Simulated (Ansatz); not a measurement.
Relaxed bulk SnSe$_{2}$:

```cif
data_structure
_symmetry_space_group_name_H-M 'P-3m1'
_symmetry_Int_Tables_number 164
_cell_length_a 3.8189
_cell_length_b 3.8189
_cell_length_c 6.1456
_cell_angle_alpha 90.000
_cell_angle_beta 90.000
_cell_angle_gamma 120.000
_cell_volume 77.62
loop_
_atom_site_label
_atom_site_type_symbol
_atom_site_symmetry_multiplicity
_atom_site_Wyckoff_symbol
_atom_site_fract_x
_atom_site_fract_y
_atom_site_fract_z
_atom_site_occupancy
Sn1 Sn 1 a 0.00000 0.00000 0.00000 1
Se1 Se 2 d 0.33333 0.66667 0.25807 1
```

Miller indices refer to the conventional cell of P-3m1 (No. 164), a = 3.819 Å, b = 3.819 Å, c = 6.146 Å, α = 90.00°, β = 90.00°, γ = 120.00°. The bulk's gap is 0.46 eV.

Consider the (001) slab of 5 planes, 9.1 Å thick with 15 Å of vacuum as cut; outer planes Se (top) and Se (bottom), all atoms relaxed.

The calculation used Ansatz, DFT PBEsol, scalar-relativistic, plane waves, PAW. Plane waves to 420 eV, a k mesh through Γ of 9×9×1 on the computed 5-atom cell and Gaussian smearing (0.05 eV); no spin polarisation. The cell repeats along c with a dipole correction in the vacuum.

The slab isn't stoichiometric (SnSe4), so its surface energy depends on the chemical potentials; it is given with the excess atoms taken from the element's standard state, a limit at which the compound may itself be unstable, so the figure can be too low. The slab's middle planes relax by over 3 % too, so it holds no bulk-like region.

**Question.** Predict the surface energy with the excess atoms taken from the elements.

**Answer.** 1.58 J/m².

**Question.** Estimate the gap of the slab on the mesh.

**Answer.** 0.02 eV.

**Question.** The top two planes lie 2.974 Å apart in the bulk. How does relaxation change this?

**Answer.** The spacing becomes 1.605 Å (-46.0 %).

An odd mesh misses points on the zone edge, so a gap read on it can be too wide. Each cell of SnSe2 holds layers, and where no dispersion correction was added their binding is poorly described. Gaps are read on the k points sampled, so a band crossing between them can be missed.